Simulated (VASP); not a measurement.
# Zn2Ga2O3 (P-3m1) in VASP: single point with PBEsol

Aim: the single point of Zn2Ga2O3 with PBEsol.

All numbers are computed with VASP 6.6.1; they aren't measurements. Logs are shortened: lines on timing, memory, paths and dates and some standing lists are left out, and cuts for length are marked.

## 1. Starting point

Symmetry: P-3m1, No. 164, trigonal system. Conventional cell: a = 2.980 Å, b = 2.980 Å, c = 13.776 Å, α = 90.00°, β = 90.00°, γ = 120.00°. Zn (site symmetry 3m) is surrounded by 9 Zn at 2.89 to 2.98 Å. Ga (site symmetry 3m) has 3 O at 1.89 Å as nearest neighbours. O (site symmetry 3m) has 3 Ga at 1.89 Å as nearest neighbours. O (site symmetry -3m) has 6 Ga at 2.23 Å as nearest neighbours.

The cell was built by a generator and needn't be a form met in nature.

## 2. Single point, PBEsol

Contents of INCAR:

```
PREC     = Accurate       # precision mode
ENCUT    = 520            # plane-wave cutoff, eV
EDIFF    = 1E-6           # SCF threshold, eV
ISMEAR   = 0              # smearing method
SIGMA    = 0.1            # smearing width, eV
LREAL    = False          # projectors in reciprocal space
LASPH    = True           # aspherical terms in the spheres
NELM     = 80             # most SCF steps
ALGO     = Normal         # electronic algorithm
ISIF     = 2              # what is computed and relaxed
LWAVE    = False          # write WAVECAR
LCHARG   = False          # write CHGCAR
GGA      = PS             # functional
```

Contents of KPOINTS:

```
regular mesh
0
Gamma
  12 12 2
```

Contents of POSCAR:

```
Zn2Ga2O3
1.0
    2.9800520000      0.0000000000      0.0000000000
   -1.4900260000      2.5808000000      0.0000000000
    0.0000000000      0.0000000000     13.7759400000
Zn Ga O
2 2 3
Direct
    0.3333330000      0.6666670000      0.4157070000
    0.6666670000      0.3333330000      0.5842930000
    0.3333330000      0.6666670000      0.1034280000
    0.6666670000      0.3333330000      0.8965720000
    0.6666670000      0.3333330000      0.1603190000
    0.3333330000      0.6666670000      0.8396810000
    0.0000000000      0.0000000000      0.0000000000
```

Potentials or basis: VASP PAW PBE potentials, release 64 (Zn, Ga_d, O).

The run is started by

```console
> cat potpaw_PBE.64/Zn/POTCAR potpaw_PBE.64/Ga_d/POTCAR potpaw_PBE.64/O/POTCAR > POTCAR
> mpirun -np 1 vasp_std > vasp.out
```

OUTCAR:

```text
PREC = Accurate
   ENCUT = 520
   EDIFF = 1E-6
   ISMEAR = 0
   LREAL = False
   LASPH = True
   NELM = 80
   ISIF = 2
   GGA = PS

 ion  position               nearest neighbor table
   1  0.333  0.667  0.416-   2 2.89   2 2.89   2 2.89
   2  0.667  0.333  0.584-   1 2.89   1 2.89   1 2.89
   3  0.333  0.667  0.103-   5 1.89   5 1.89   5 1.89   7 2.23   7 2.23   7 2.23
   4  0.667  0.333  0.897-   6 1.89   6 1.89   6 1.89   7 2.23   7 2.23   7 2.23
   5  0.667  0.333  0.160-   3 1.89   3 1.89   3 1.89
   6  0.333  0.667  0.840-   4 1.89   4 1.89   4 1.89
   7  0.000  0.000  0.000-   3 2.23   4 2.23   3 2.23   4 2.23   4 2.23   3 2.23

  LATTYP: Found a hexagonal cell.
 ALAT       =     2.9800520000
 C/A-ratio  =     4.6227179928

  Lattice vectors:

 A1 = (   2.9800520000,   0.0000000000,   0.0000000000)
 A2 = (  -1.4900260000,   2.5808000000,   0.0000000000)
 A3 = (   0.0000000000,   0.0000000000,  13.7759400000)

Analysis of symmetry for initial positions (statically):
=====================================================================
 Subroutine PRICEL returns:
 Original cell was already a primitive cell.

 Routine SETGRP: Setting up the symmetry group for a
 hexagonal supercell.

 Subroutine GETGRP returns: Found 12 space group operations
 (whereof 12 operations were pure point group operations)
 out of a pool of 24 trial point group operations.

The static configuration has the point symmetry D_3d.

Analysis of symmetry for dynamics (positions and initial velocities):
=====================================================================
 Subroutine PRICEL returns:
 Original cell was already a primitive cell.

 Routine SETGRP: Setting up the symmetry group for a
 hexagonal supercell.

 Subroutine GETGRP returns: Found 12 space group operations
 (whereof 12 operations were pure point group operations)
 out of a pool of 24 trial point group operations.

The dynamic configuration has the point symmetry D_3d.

 Subroutine INISYM returns: Found 12 space group operations
 (whereof 12 operations are pure point group operations),
 and found     1 'primitive' translations

----------------------------------------------------------------------------------------

                                     Primitive cell

  volume of cell :     105.9496

  direct lattice vectors                    reciprocal lattice vectors
     2.980052000  0.000000000  0.000000000     0.335564614  0.193738376  0.000000000
    -1.490026000  2.580800000  0.000000000     0.000000000  0.387476751  0.000000000
     0.000000000  0.000000000 13.775940000     0.000000000  0.000000000  0.072590328

  length of vectors
     2.980052000  2.980051362 13.775940000     0.387476668  0.387476751  0.072590328

  position of ions in fractional coordinates (direct lattice)
     0.333333000  0.666667000  0.415707000
     0.666667000  0.333333000  0.584293000
     0.333333000  0.666667000  0.103428000
     0.666667000  0.333333000  0.896572000
     0.666667000  0.333333000  0.160319000
     0.333333000  0.666667000  0.839681000
     0.000000000  0.000000000  0.000000000

  ion indices of the primitive-cell ions
   primitive index   ion index
                 1           1
                 2           2
                 3           3
                 4           4
                 5           5
                 6           6
                 7           7

----------------------------------------------------------------------------------------

 KPOINTS: regular mesh

Automatic generation of k-mesh.
 Grid dimensions read from file:
 generate k-points for:   12   12    2

 Generating k-lattice:

  Cartesian coordinates                     Fractional coordinates (reciprocal lattice)
     0.027963718  0.016144865  0.000000000     0.083333333 -0.000000000  0.000000000
     0.000000000  0.032289729  0.000000000     0.000000000  0.083333333  0.000000000
     0.000000000  0.000000000  0.036295164     0.000000000  0.000000000  0.500000000

  Length of vectors
     0.032289722  0.032289729  0.036295164

  Shift w.r.t. Gamma in fractional coordinates (k-lattice)
     0.000000000  0.000000000  0.000000000

 Subroutine IBZKPT returns following result:
 ===========================================

 Found     38 irreducible k-points:

 Following reciprocal coordinates:
            Coordinates               Weight
  0.000000  0.000000  0.000000      1.000000
  0.083333  0.000000  0.000000      6.000000
  0.166667  0.000000  0.000000      6.000000
  0.250000 -0.000000  0.000000      6.000000
  0.333333  0.000000  0.000000      6.000000
  0.416667  0.000000  0.000000      6.000000
[... 16 lines left out ...]
  0.250000 -0.000000  0.500000      6.000000
  0.333333  0.000000  0.500000      6.000000
 [... further k-points ...]
   k-points           NKPTS =     38   k-points in BZ     NKDIM =     38   number of bands    NBANDS=     40
   number of dos      NEDOS =    301   number of ions     NIONS =      7
   total plane-waves  NPLWV =  62208
   dimension x,y,z NGX =    24 NGY =   24 NGZ =  108
   dimension x,y,z NGXF=    48 NGYF=   48 NGZF=  216
   ions per type =               2   2   3
   NGX,Y,Z   is equivalent  to a cutoff of  13.39, 13.39, 13.03 a.u.
   NGXF,Y,Z  is equivalent  to a cutoff of  26.78, 26.78, 26.07 a.u.
 SYSTEM =  unknown system
   PREC   = accura    normal or accurate (medium, high low for compatibility)
   ISTART =      0    job   : 0-new  1-cont  2-samecut
   ICHARG =      2    charge: 1-file 2-atom 10-const
   ISPIN  =      1    spin polarized calculation?
   LNONCOLLINEAR =      F non collinear calculations
   LSORBIT =      F    spin-orbit coupling
   LASPH  =      T    aspherical Exc in radial PAW
   ENCUT  =  520.0 eV  38.22 Ry    6.18 a.u.   5.54  5.54 25.61*2*pi/ulx,y,z
   NELM   =     80;   NELMIN=  2; NELMDL= -5     # of ELM steps
   EDIFF  = 0.1E-05   stopping-criterion for ELM
   LREAL  =      F    real-space projection
   EDIFFG = 0.1E-04   stopping-criterion for IOM
   NSW    =      0    number of steps for IOM
   IBRION =     -1    ionic relax: 0-MD 1-quasi-New 2-CG
   NFREE  =      0    steps in history (QN), initial steepest desc. (CG)
   ISIF   =      2    stress and relaxation
   ISYM   =      2    0-nonsym 1-usesym 2-fastsym
   POTIM  = 0.5000    time-step for ionic-motion
   TEBEG  =    0.0;   TEEND  =   0.0 temperature during run
   PSTRESS=    0.0 pullay stress
   NELECT =      68.0000    total number of electrons
   NUPDOWN=      -1.0000    fix difference up-down
   EMIN   =  10.00;   EMAX   =-10.00  energy-range for DOS
   EFERMI =   0.00;   METHOD = LEGACY
   ISMEAR =     0;   SIGMA  =   0.10  broadening in eV -4-tet -1-fermi 0-gaus
   EFERMI_NEDOS =   21; number of points for ismear=-14 and -15
   IALGO  =     38    algorithm
   IMIX   =      4    mixing-type and parameters
     AMIX     =   0.40;   BMIX     =  1.00
     AMIX_MAG =   1.60;   BMIX_MAG =  1.00
  volume/ion in A,a.u.               =      15.14       102.14
  Fermi-wavevector in a.u.,A,eV,Ry     =   1.412141  2.668559 27.131943  1.994142
  Thomas-Fermi vector in A             =   2.533920
   LORBIT       =      0    0 simple, 1 ext, 2 COOP (PROOUT), +10 PAW based schemes
   GGA     = PS    functional components
   LHFCALC =     F    Hartree Fock is set to
   AEXX    =    0.0000 exact exchange contribution
   IVDW    =     0    specifies the selected vdW correction
   LEPSILON=     F    determine dielectric tensor
   LRPA    =     F    only Hartree local field effects (RPA)
 non-spin polarized calculation
 Gauss-broadening in eV      SIGMA  =   0.10
  energy-cutoff  :      520.00
  volume of cell :      105.95
 maximum number of plane-waves:      2908
 NGX is ok and might be reduce to    24
   NGX = 11   NGY = 11   NGZ = 51

 number of electron      67.9999994 magnetization

 Free energy of the ion-electron system (eV)
  ---------------------------------------------------
  ext. energy  EPLUGINS =         0.00000000
  ---------------------------------------------------
  free energy    TOTEN  =       -33.19031489 eV

  energy without entropy =      -33.18809889  energy(sigma->0) =      -33.18920689

 E-fermi :   3.3092     XC(G=0): -10.2587

 val. band max:        3.2892786662   @ k =   0.0833   0.0000   0.5000
 cond. band min:       3.4458113168   @ k =   0.1667   0.0000   0.0000
 fundamental gap:      0.1565326506
 Fermi energy:         3.3091937254

 k-point     1 :       0.0000    0.0000    0.0000
  band No.  band energies     occupation
      1     -18.5826      2.00000
      2     -17.9052      2.00000
      3     -16.6383      2.00000
      4     -12.7481      2.00000
      5     -12.7481      2.00000
      6     -12.7045      2.00000
[... 32 lines left out ...]
     39       8.4561      0.00000
     40      11.1181      0.00000

 k-point     2 :       0.0833    0.0000    0.0000
  band No.  band energies     occupation
      1     -18.5028      2.00000
      2     -17.8556      2.00000
      3     -16.6439      2.00000
      4     -12.7300      2.00000
      5     -12.7225      2.00000
      6     -12.7101      2.00000
[... 32 lines left out ...]
     39       8.5163      0.00000
     40      10.7267      0.00000

 k-point     3 :       0.1667    0.0000    0.0000
  band No.  band energies     occupation
      1     -18.2760      2.00000
      2     -17.7201      2.00000
      3     -16.6588      2.00000
      4     -12.7061      2.00000
      5     -12.6836      2.00000
      6     -12.6630      2.00000
[... 32 lines left out ...]
     39       8.5782      0.00000
     40      10.2638      0.00000

 k-point     4 :       0.2500   -0.0000    0.0000
  band No.  band energies     occupation
      1     -17.9429      2.00000
      2     -17.5370      2.00000
      3     -16.6770      2.00000
      4     -12.6726      2.00000
      5     -12.6340      2.00000
      6     -12.6058      2.00000
[... 32 lines left out ...]
     39       8.7073      0.00000
     40       9.0960      0.00000
[... 772 lines left out ...]
     39       9.0902      0.00000
     40       9.6452      0.00000

 k-point    23 :       0.2500   -0.0000    0.5000
  band No.  band energies     occupation
      1     -17.9430      2.00000
      2     -17.5370      2.00000
      3     -16.6770      2.00000
      4     -12.6726      2.00000
      5     -12.6340      2.00000
      6     -12.6058      2.00000
[... 32 lines left out ...]
     39       8.7357      0.00000
     40       9.2969      0.00000

 k-point    24 :       0.3333    0.0000    0.5000
  band No.  band energies     occupation
      1     -17.5802      2.00000
      2     -17.3582      2.00000
      3     -16.6878      2.00000
      4     -12.6495      2.00000
      5     -12.6119      2.00000
      6     -12.5865      2.00000
[... 32 lines left out ...]
     39       8.5154      0.00000
     40       8.9908      0.00000

 [... further k-points ...]
[... 5 lines left out ...]
  --------------------------------------------------------------------------------------
  -------------------------------------------------------------------------------------
  Total       -3.3145059     -3.3145040     -2.2408365      0.0000000      0.0000000     -0.0000000
  in kB      -50.1221795    -50.1221509    -33.8860783      0.0000000      0.0000000     -0.0000000
  external PRESSURE =     -44.7101362 kB  Pullay stress =       0.0000000 kB

 VOLUME and BASIS-vectors are now :
 -----------------------------------------------------------------------------
  energy-cutoff  :      520.00
  volume of cell :      105.95
      direct lattice vectors                 reciprocal lattice vectors
     2.980052000  0.000000000  0.000000000     0.335564614  0.193738376  0.000000000
    -1.490026000  2.580800000  0.000000000     0.000000000  0.387476751  0.000000000
     0.000000000  0.000000000 13.775940000     0.000000000  0.000000000  0.072590328

 POSITION                                       TOTAL-FORCE (eV/Angst)
 -----------------------------------------------------------------------------------
     -0.00000      1.72053      5.72675         0.000000     -0.000000      0.146813
      1.49003      0.86027      8.04919        -0.000000      0.000000     -0.146813
     -0.00000      1.72053      1.42482        -0.000000      0.000000      0.023522
      1.49003      0.86027     12.35112        -0.000000     -0.000000     -0.023522
      1.49003      0.86027      2.20854        -0.000000      0.000000     -0.333430
     -0.00000      1.72053     11.56740         0.000000     -0.000000      0.333430
      0.00000      0.00000      0.00000        -0.000000      0.000000      0.000000
 -----------------------------------------------------------------------------------
    total drift:                                0.000000     -0.000000      0.000000

  FREE ENERGIE OF THE ION-ELECTRON SYSTEM (eV)
  ---------------------------------------------------
  free  energy   TOTEN  =       -33.1903148894 eV

  energy  without entropy=      -33.1880988931  energy(sigma->0) =      -33.18920689
```

It took 3.1 min on 1 thread of Intel Xeon Platinum 8259CL at 2.50GHz (Skylake/Cascade Lake), shared host; peak memory 0.32 GiB.

Results:

| Property | Result |
| --- | --- |
| Free energy | -33.1903 eV |
| Pressure | -4.5 GPa |
| Largest force | 0.333 eV/Å |
| Band gap on the k mesh | none (metal or under the smearing width) |

Forces on the atoms (eV/Å):
```
Zn   0.000  0.000  0.147
Zn   0.000  0.000 -0.147
Ga   0.000  0.000  0.024
Ga   0.000  0.000 -0.024
O    0.000  0.000 -0.333
O    0.000  0.000  0.333
O    0.000  0.000  0.000
```

Levels at points of the mesh, in eV from the Fermi level:
| k point | band 31 | band 32 | band 33 | band 34 | band 35 | band 36 | band 37 | band 38 |
| --- | --- | --- | --- | --- | --- | --- | --- | --- |
| (0.00, 0.00, 0.00) | -4.03 | -3.89 | -3.89 | -3.58 | -1.02 | 0.32 | 1.82 | 3.30 |
| (0.50, 0.00, 0.00) | -3.84 | -3.65 | -1.97 | -1.79 | 1.03 | 1.08 | 1.14 | 4.16 |
| (0.00, 0.00, 0.50) | -4.03 | -3.89 | -3.89 | -3.88 | -0.44 | -0.34 | 2.10 | 3.18 |
| (0.50, 0.00, 0.50) | -3.84 | -3.65 | -1.97 | -1.78 | 0.94 | 1.06 | 1.28 | 3.99 |

Caveat: the PAW data sets were made with another functional, which shifts forces and pressure a little.
